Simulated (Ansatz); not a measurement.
# TaN: the cost of one run

Program: Ansatz 0.2.0. Level of theory: DFT r2SCAN, scalar-relativistic, plane waves, PAW. These are calculated values, not measurements.

3 further runs of the same task are left out: 1 that didn't finish, 2 set aside as unsound or not needed. Runs told in other sessions of the task aren't counted.

### 1 Starting point

Symmetry: Fm-3m, No. 225, cubic system. The conventional cell has a = 4.397 Å, b = 4.397 Å, c = 4.397 Å, α = 90.00°, β = 90.00°, γ = 90.00°. Ta (site symmetry m-3m) has 6 N at 2.20 Å in its first shell of neighbours. N (site symmetry m-3m) is surrounded by 6 Ta at 2.20 Å.

Structure file:

```xyz
2
Lattice="0.0000 2.1983 2.1983 2.1983 0.0000 2.1983 2.1983 2.1983 0.0000" Properties=species:S:1:pos:R:3 pbc="T T T"
Ta    2.1983    2.1983    2.1983
N     0.0000    0.0000    0.0000
```

It is the result of an earlier relaxation at this level (volume 10.62 Å³/atom; gap on the mesh: none (metal)).

### 2 Zero of the scan

input.yaml

```yaml
crystal:
  lattice:
    - [0.0, 2.1982663156, 2.1982663156]
    - [2.1982663156, 0.0, 2.1982663156]
    - [2.1982663156, 2.1982663156, 0.0]
  atoms:
    - { symbol: Ta, position: [0.5, 0.5, 0.5] }
    - { symbol: "N", position: [0.0, 0.0, 0.0] }
basis:
  ecutwfc: 500
kpoints:
  mp_grid: { grid: [24, 24, 24] }
hamiltonian:
  xc: r2scan
scf:
  occupations: { method: gaussian, width: 0.15 }
output:
  forces: true
  stress: true
  eigenvalues: true
  write_density: true
  write_potential: true
  elf: true
  volumetric_format: npy
```

Launch:

```console
ansatz run input.yaml --threads 1 --pin off --max-ram 2560MiB --backend cpu --events-out ev --progress --plain --runs-dir out
```

Q: Estimate wall time and peak memory on 1 thread of Intel Xeon Platinum 8488C (Sapphire Rapids), shared host.

About 21 s, with a peak of 0.52 GiB.
